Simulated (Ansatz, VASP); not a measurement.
## KI in VASP and in Ansatz

```xyz
2
Lattice="4.1657 0.0000 0.0000 0.0000 4.1657 0.0000 0.0000 0.0000 4.1657" Properties=species:S:1:pos:R:3 pbc="T T T"
K     0.0000    0.0000    0.0000
I     2.0829    2.0829    2.0829
```

Alike in both runs: task single point; functional PBE; k mesh 6 × 6 × 6; occupations gaussian, width 0.02 eV; no spin polarisation.

|  | VASP | Ansatz |
| --- | --- | --- |
| version | VASP 6.6.1 | Ansatz 0.2.0 |
| potentials or method | VASP PAW PBE potentials, release 64 (K_sv, I) | scalar-relativistic, plane waves, PAW |
| plane-wave cutoff (eV) | 520 | 420 |
| valence electrons in the cell | 16 | 26 |

Ansatz gave:

| Quantity | Value |
| --- | --- |
| gap on the k mesh at the Fermi level (eV) | 3.58 |
| least direct gap on the mesh (eV) | 3.83 |
| pressure (GPa) | 2.1 |

Question: What did VASP give for the same quantities?

Answer: gap on the k mesh at the Fermi level (eV): 3.57; least direct gap on the mesh (eV): 3.82; pressure (GPa): 2.1.

The two sets of potentials don't hold the same shells in valence.

Caveats: spin-orbit coupling is left out, which moves the levels of the heavy elements. Expect the measured gap to be larger: semilocal functionals such as PBE lack the derivative discontinuity. A k mesh can miss the band edges.
